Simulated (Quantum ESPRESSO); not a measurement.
## EuO in Quantum ESPRESSO: convergence with density cutoff

Input of the first run (density cutoff 220 Ry); the others differ in this setting and in those tied to it:

Contents of pw.in:

```
&CONTROL
  calculation = 'scf'
  prefix = 'pwscf'
  outdir = './tmp'
  pseudo_dir = './pseudo'
  tprnfor = .true.
  tstress = .true.
  disk_io = 'nowf'
/
&SYSTEM
  ibrav = 0
  nat = 2
  ntyp = 2
  ecutwfc = 55
  ecutrho = 220
  nbnd = 21
  occupations = 'smearing'
  smearing = 'gaussian'
  degauss = 0.00367493
  nspin = 2
  starting_magnetization(1) = 0.4118
  starting_magnetization(2) = 0
/
&ELECTRONS
  conv_thr = 4d-10
  electron_maxstep = 120
  mixing_beta = 0.3
/
ATOMIC_SPECIES
Eu   151.9640 Eu.paw.z_17.atompaw.wentzcovitch.v1.2.upf
O     15.9990 O.pbe-n-kjpaw_psl.0.1.UPF
CELL_PARAMETERS angstrom
   0.0000000000    2.5719500000    2.5719500000
   2.5719500000    0.0000000000    2.5719500000
   2.5719500000    2.5719500000    0.0000000000
ATOMIC_POSITIONS crystal
Eu     0.0000000000    0.0000000000    0.0000000000
O      0.5000000000    0.5000000000    0.5000000000
K_POINTS automatic
9 9 9 0 0 0
```

Potentials or basis: SSSP 1.3 efficiency PBE.

The run is started by

```bash
$ OMP_NUM_THREADS=1 pw.x -in pw.in > pw.out
```

Hardware: 1 thread of Arm Neoverse V1 (shared host).

```tsv
density cutoff	energy less the tightest run, at zero smearing (meV/atom)	SCF cycles	CPU time (s)	peak memory (GiB)
220 Ry	-0.07	15	100	0.2
275 Ry	0.01	15	100	0.25
330 Ry	0.02	15	110	0.3
385 Ry	0.00	15	110	0.36
440 Ry	-0.01	15	120	0.42
550 Ry	-0.02	15	120	0.56
660 Ry	0.00	15	130	0.7
880 Ry	0.00	15	170	1
```

Against the tightest run, the energy stays within 1 meV/atom from 220 Ry on. The tightest run that finished is the yardstick and may itself not be fully converged.

Caveat, for the tightest run too: a cell with one magnetic atom can't hold antiferromagnetic order, which such compounds often take. The state reached can hang on the start; a lower one may exist.
